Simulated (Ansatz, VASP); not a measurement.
## One calculation of Ir, two programs

INCAR

```
SYSTEM = Ir
PREC     = Accurate       ! precision mode
ENCUT    = 520            ! plane-wave cutoff, eV
EDIFF    = 1E-6           ! SCF threshold, eV
ISMEAR   = -1             ! smearing method
SIGMA    = 0.05           ! smearing width, eV
LREAL    = .FALSE.        ! projectors in reciprocal space
LASPH    = .TRUE.         ! aspherical terms in the spheres
NELM     = 80             ! most SCF steps
ALGO     = Normal         ! electronic algorithm
ISIF     = 2              ! what is computed and relaxed
LWAVE    = .FALSE.        ! write WAVECAR
LCHARG   = .FALSE.        ! write CHGCAR
GGA      = PE             ! functional
NBANDS   = 10             ! bands
```

KPOINTS

```
regular mesh
0
G
  12 12 12
  0 0 0
```

The input POSCAR:

```
Ir
1.0
    0.0000000000      1.9408081540      1.9408081540
    1.9408081540      0.0000000000      1.9408081540
    1.9408081540      1.9408081540      0.0000000000
Ir
1
Direct
    0.0000000000      0.0000000000      0.0000000000
```

The input input.yaml:

```yaml
crystal:
  lattice:
    - [0.0, 1.940808154, 1.940808154]
    - [1.940808154, 0.0, 1.940808154]
    - [1.940808154, 1.940808154, 0.0]
  atoms:
    - { symbol: Ir, position: [0.0, 0.0, 0.0] }
hamiltonian:
  xc: pbe
  pseudopotentials: { kind: paw, azcp: { folder: soft_1 } }
kpoints:
  mp_grid: { grid: [12, 12, 12] }
scf:
  occupations: { method: fermi_dirac, width: 0.05 }
output:
  forces: true
  stress: true
  eigenvalues: true
```

Alike in both runs: task single point; functional PBE; k mesh 12 × 12 × 12; occupations fermi-dirac, width 0.05 eV; no spin polarisation.

|  | VASP | Ansatz |
| --- | --- | --- |
| version | VASP 6.6.1 | Ansatz 0.2.0 |
| potentials or method | VASP PAW PBE potentials, release 64 (Ir) | Ansatz PAW soft_1 |
| plane-wave cutoff (eV) | 520 | 420 |
| valence electrons in the cell | 9 | 17 |

|  | VASP | Ansatz | Ansatz less VASP |
| --- | --- | --- | --- |
| gap on the k mesh at the Fermi level (eV) | none | none | - |
| pressure (GPa) | -2.8 | -3.3 | -0.55 |

A gap of «none» marks a metal or a gap that the smearing closes. The two sets of potentials don't hold the same shells in valence.

The runs have no spin-orbit coupling, so splittings on Ir are missing.
